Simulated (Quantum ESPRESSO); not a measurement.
Al under changes of volume

One of the cells (16.669 Å³/atom); the others are scaled copies at fixed shape and fractional positions:

```xyz
2
Lattice="2.8125 0.0000 0.0000 -1.4062 2.4357 0.0000 0.0000 0.0000 4.8669" Properties=species:S:1:pos:R:3 pbc="T T T"
Al    0.0000    1.6238    1.2167
Al    1.4062    0.8119    3.6501
```

This isn't the form of Al at room conditions, which is fcc.

| Item | Value |
| --- | --- |
| Program | Quantum ESPRESSO 7.5 |
| Functional | r2SCAN |
| Potentials or basis | SG15 PBE 1.2 |
| Cutoff | 1020 eV |
| Density cutoff | 4082 eV |
| k mesh | 8 × 8 × 4 |
| Occupations | fermi-dirac, width 0.05 eV |
| Spin | no spin polarisation |

```csv
volume (Å³/atom),energy over the lowest point (meV/atom),pressure (GPa)
15.669,?,?
16.003,0.69,1.3
16.336,0.00,-0.6
16.669,3.06,-2.2
17.003,9.44,-3.7
17.336,18.68,-5.0
17.670,30.37,-6.1
```

Q: What does the run at 15.669 Å³/atom give?

A: Energy over the lowest point 5.61 meV/atom; pressure 3.5 GPa.

Worked out: A Birch-Murnaghan fit of order 3 (a polynomial in V^(-2/3)) to the other rows has its minimum at 16.23 Å³/atom with B0 = V·E''(V) = 93 GPa and B' = 5.9 at fixed shape and positions, which overstates the stiffness. It gives 5.78 meV/atom at 15.669 Å³/atom, against the run's 5.61, and -dE/dV = 3.6 GPa, against 3.5.

Energies are extrapolated to zero smearing.

Caveats: the potentials were made for another functional, which shifts forces and pressure.
